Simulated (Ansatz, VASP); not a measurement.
**Two plane-wave programs on Sc**

INCAR

```
  PREC = Accurate
  ENCUT = 520
  EDIFF = 1E-7
  ISMEAR = 0
  SIGMA = 0.1
  LREAL = F
  LASPH = T
  NELM = 60
  ALGO = Fast
  ISIF = 2
  LWAVE = F
  LCHARG = F
  GGA = PE
  NBANDS = 18
```

Contents of KPOINTS:

```
Automatic mesh
0
Gamma
  15 15 8
```

Contents of POSCAR:

```
Sc
1.0
    3.5180995920      0.0000000000      0.0000000000
   -1.7590497960      3.0467636197      0.0000000000
    0.0000000000      0.0000000000      5.6181972380
Sc
2
Direct
    0.3333333333      0.6666666667      0.2500000000
    0.6666666667      0.3333333333      0.7500000000
```

Input for Ansatz:

```yaml
crystal:
  lattice:
    - [3.518099592, 0.0, 0.0]
    - [-1.759049796, 3.0467636197, 0.0]
    - [0.0, 0.0, 5.618197238]
  atoms:
    - { symbol: Sc, position: [0.3333333333, 0.6666666667, 0.25] }
    - { symbol: Sc, position: [0.6666666667, 0.3333333333, 0.75] }
basis:
  ecutwfc: 420
kpoints:
  mp_grid: { grid: [15, 15, 8] }
hamiltonian:
  xc: pbe
scf:
  occupations: { method: gaussian, width: 0.1 }
output:
  forces: true
  stress: true
  eigenvalues: true
```

Alike in both runs: task single point; functional PBE; k mesh 15 × 15 × 8; occupations gaussian, width 0.1 eV; no spin polarisation.

|  | VASP | Ansatz |
| --- | --- | --- |
| version | VASP 6.6.1 | Ansatz 0.2.0 |
| potentials or method | VASP PAW PBE potentials, release 64 (Sc_sv) | scalar-relativistic, plane waves, PAW |
| plane-wave cutoff (eV) | 520 | 420 |
| valence electrons in the cell | 22 | 22 |

|  | VASP | Ansatz | Ansatz less VASP |
| --- | --- | --- | --- |
| gap on the k mesh at the Fermi level (eV) | none | none | - |
| pressure (GPa) | -7.7 | -7.7 | -0.01 |
| largest component of the traceless stress (GPa) | 0.64 | 0.64 | -0.001 |

A gap of «none» marks a metal or a gap that the smearing closes. With one functional, cell and mesh, what is left measures potentials, basis and numerics.
